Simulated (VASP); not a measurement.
Runs of VASP 6.6.1 on SnO2. It takes space group Pmmm (No. 47, orthorhombic). The conventional cell has a = 3.023 Å, b = 4.965 Å, c = 5.977 Å, α = 90.00°, β = 90.00°, γ = 90.00°. Around Sn (site symmetry mmm) lie 4 O at 2.02 Å. Around O (site symmetry mm2) lie 2 Sn at 2.02 Å. The cell was built by a generator and needn't be a form met in nature.

```csv
task,level,potentials or basis,spin,cell,k mesh,cutoff (eV),gap on the mesh (eV),pressure (GPa),relaxed volume (Å³/atom),largest force (eV/Å)
relaxation of cell and atoms,PBE,"VASP PAW PBE potentials, release 64 (Sn_d, O)",off,relaxed,7 × 5 × 4,600,1.66,0.0,37.34,-
band structure,PBE,"VASP PAW PBE potentials, release 64 (Sn_d, O)",off,as given,7 × 5 × 4,520,1.30,-,-,-
relaxation of cell and atoms,BLYP,"VASP PAW PBE potentials, release 64 (Sn_d, O)",off,relaxed,9 × 6 × 5,600,1.53,0.0,38.64,-
relaxation of cell and atoms,PBEsol,"VASP PAW PBE potentials, release 64 (Sn_d, O)",off,relaxed,9 × 6 × 5,600,1.67,0.0,35.57,0.01
relaxation of cell and atoms,RPBE,"VASP PAW PBE potentials, release 64 (Sn_d, O)",off,relaxed,9 × 6 × 5,600,(b),0.0,37.98,-
relaxation of cell and atoms,PW91,"VASP PAW PBE potentials, release 64 (Sn_d, O)",off,relaxed,9 × 6 × 5,600,1.60,0.0,(a),0.01
single point,PBE,"VASP PAW PBE potentials, release 64 (Sn_d, O)",off,as given,9 × 6 × 5,520,1.29,(c),-,0.09
relaxation of cell and atoms,LDA,"VASP PAW LDA potentials, release 64 (Sn_d, O)",off,relaxed,9 × 6 × 5,600,1.23,0.0,(d),0.01
relaxation of cell and atoms,revPBE,"VASP PAW PBE potentials, release 64 (Sn_d, O)",off,relaxed,9 × 6 × 5,600,1.73,0.0,38.96,0.01
relaxation of cell and atoms,PBE,"VASP PAW PBE potentials, release 64 (Sn_d, O)",off,relaxed,9 × 6 × 5,600,1.65,0.0,37.49,0.01
```

Alike in all rows: smearing fermi-dirac 0.05 eV.

**Question.** Fill in the values left out.

**Answer.** (a) 36.65; (b) 1.63; (c) 0.8; (d) 31.69.

Caveats: spin-orbit coupling is left out, which moves the levels of the heavy elements; an odd mesh through Γ misses points on the zone boundary, where band edges often lie (some runs); the volume moved by over 15 % at a fixed basis, so the end points are rough (some runs); the PAW data sets were made with another functional, which shifts forces and pressure a little (some runs).

A k mesh can miss the band edges, and the runs leave out spin-orbit coupling on Sn.

Not every run made on this cell is shown here.
